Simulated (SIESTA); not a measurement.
SiO2 under changes of volume

One of the cells (14.237 Å³/atom); the others are scaled copies at fixed shape and fractional positions:

```
CELL_PARAMETERS angstrom
4.97559 0.00000 0.00000
0.00000 4.97559 0.00000
0.00000 0.00000 6.90089
ATOMIC_POSITIONS crystal
Si 0.80325 0.80325 0.50000
Si 0.69675 0.30325 0.25000
Si 0.30325 0.69675 0.75000
Si 0.19675 0.19675 0.00000
O 0.76176 0.11039 0.43204
O 0.88961 0.23824 0.06796
O 0.11039 0.76176 0.56796
O 0.26176 0.38961 0.81796
O 0.23824 0.88961 0.93204
O 0.73824 0.61039 0.31796
O 0.38961 0.26176 0.18204
O 0.61039 0.73824 0.68204
```

The cell comes from a database or a generator and needn't be the stable form of this composition.

```yaml
Program: SIESTA 5.4.2
Functional: LDA
Potentials_or_basis: PseudoDojo 0.4 standard (LDA files)
Basis: DZP (energy shift 0.003 Ry)
Grid_cutoff: 800 Ry
Energy_shift: 0.003 Ry
k_mesh: 4 × 4 × 3
Occupations: fermi-dirac, width 0.05 eV
Spin: no spin polarisation
```

| volume (Å³/atom) | energy over the lowest point (meV/atom) | pressure (GPa) | gap on the mesh (eV) | largest force (eV/Å) |
| --- | --- | --- | --- | --- |
| 13.383 | 27.36 | 11.2 | 6.20 | 0.967 |
| 13.667 | 11.34 | 6.9 | 6.09 | 0.702 |
| 13.952 | 2.46 | 3.1 | 5.97 | 0.458 |
| 14.237 | 0.00 | -0.3 | 5.84 | 0.232 |
| 14.522 | 3.35 | -3.4 | 5.71 | 0.165 |
| 14.806 | 11.96 | -6.2 | 5.57 | 0.178 |
| 15.091 | ? | ? | ? | ? |

**Question.** What does the run at 15.091 Å³/atom give?

**Answer.** Energy over the lowest point 25.31 meV/atom; pressure -8.8 GPa; gap on the mesh 5.42 eV; largest force 0.347 eV/Å.

Worked out: A Birch-Murnaghan fit of order 3 (a polynomial in V^(-2/3)) to the other rows has its minimum at 14.21 Å³/atom with B0 = V·E''(V) = 165 GPa and B' = 4.1 at fixed shape and positions, which overstates the stiffness. It gives 25.31 meV/atom at 15.091 Å³/atom, against the run's 25.31, and -dE/dV = -8.8 GPa, against -8.8. A parabola through the other rows of the gap, of slope -7.84 eV per unit of ln V (its deformation potential) there, extrapolates to 5.42 eV, against the run's 5.42.

Energies are extrapolated to zero smearing.

Caveats: an odd mesh through Γ misses points on the zone boundary, where band edges often lie; the basis of atomic orbitals isn't converged, which shifts pressures, moduli and gaps.
